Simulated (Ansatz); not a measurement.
Wanted: the native input for an Ansatz 0.2.0 run.

```yaml
Task: band structure
Functional: PBE
Potentials_or_basis: Ansatz NC
Cutoff: "1252 eV (not typed: the program's choice for these potentials)"
k_mesh: 10 × 10 × 5
Occupations: fermi-dirac, width 0.05 eV
Spin: no spin polarisation
Path: "[[\"G\", \"Y\", \"F\", \"L\", \"I\"], [\"I1\", \"Z\", \"F1\"], [\"Y\", \"X1\"], [\"X\", \"G\", \"N\"], [\"M\", \"G\"]]"
Points_for_each_segment_of_the_path: 14
```

Crystal: CuO (Tenorite).

```
CELL_PARAMETERS angstrom
2.34185 -1.71130 0.00000
2.34185 1.71130 0.00000
-0.85003 0.00000 5.05787
ATOMIC_POSITIONS crystal
Cu 0.50000 0.00000 0.50000
Cu 0.00000 0.50000 0.00000
O 0.41840 0.58160 0.75000
O 0.58160 0.41840 0.25000
```

The input as run:

input.yaml

```yaml
crystal:
  lattice:
    - [2.34185, -1.7113, 0.0]
    - [2.34185, 1.7113, 0.0]
    - [-0.8500274268, 0.0, 5.0578693947]
  atoms:
    - { symbol: Cu, position: [0.5, 0.0, 0.5] }
    - { symbol: Cu, position: [0.0, 0.5, 0.0] }
    - { symbol: O, position: [0.4184, 0.5816, 0.75] }
    - { symbol: O, position: [0.5816, 0.4184, 0.25] }
hamiltonian:
  xc: pbe
  pseudopotentials: { kind: nc }
kpoints:
  mp_grid: { grid: [10, 10, 5] }
  band_path:
    path:
      - [[0.0, 0.0, 0.0], [-0.5, -0.5, 0.0], [-0.5247847702, -0.5247847702, 0.3275098836], [-0.5, -0.5, 0.5], [-0.6335075857, -0.3664924143, 0.5]]
      - [[-0.3664924143, 0.3664924143, 0.5], [0.0, 0.0, 0.5], [-0.4752152298, -0.4752152298, 0.6724901164]]
      - [[-0.5, -0.5, 0.0], [-0.612731633, -0.387268367, 0.0]]
      - [[-0.387268367, 0.387268367, 0.0], [0.0, 0.0, 0.0], [-0.5, 0.0, 0.0]]
      - [[-0.5, 0.0, 0.5], [0.0, 0.0, 0.0]]
    npoints: 14
scf:
  occupations: { method: fermi_dirac, width: 0.05 }
  n_extra_bands: 10
output:
  forces: true
  stress: true
  eigenvalues: true
  fatbands: false
```

Potentials or basis: Ansatz NC.

Command:

```console
$ ansatz run input.yaml --threads 2 --pin off --max-ram 5120MiB --backend cpu --events-out ev --progress --plain --runs-dir out
```

Results of the run:

The pressure is 5.8 GPa, the largest force is 0.253 eV/Å and the band gap on the k mesh is none (metal or under the smearing width).

Caveat: the run has no spin polarisation, though such a crystal can be magnetic; semilocal functionals often make such compounds metallic where correlation or magnetic order opens a gap, which also shifts bond lengths.

Wall time 8.9 s on 2 threads of AMD EPYC 9R45 96-Core Processor (Zen 5), on a shared host, peak memory 0.8 GiB.
